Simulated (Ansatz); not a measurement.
**WS$_{2}$: how the free axis answers a strain**

WS$_{2}$, P6_3/mmc, a = 3.154 Å, c = 12.148 Å. Ansatz: PBE+D3(BJ), PAW, 420 eV, Γ-centred 12×12×4 mesh on 6 atoms, Gaussian smearing 0.02 eV; no spin polarisation. Series: biaxial strain in the a-b plane, c and atoms relaxed; x is the strain in per cent. y is the change of c in per cent of 12.148 Å.

```
x (%) y (%)
 -3.0   0.94
 -2.0   0.59
 -1.0   0.26
  0.0   0.00
  1.0  -0.38
  2.0      ?
  3.0  -0.99
```

Task: Fit y = c1 x + c2 x² to the other rows, say what c1 measures, and predict the missing y.

Result: Least squares on the rows shown. y = −0.3185 x − 0.004211 x². With no stress along c, c1 = −2C13/C33 = -0.319. At x = 2.0 the fit asked for gives -0.65 %. The run gave -0.69 %, so the fit is 0.04 % too high, within twice the rms miss on the fitted rows (0.04 %).

Spin–orbit coupling is left out, which can shift energies with elements as heavy as these.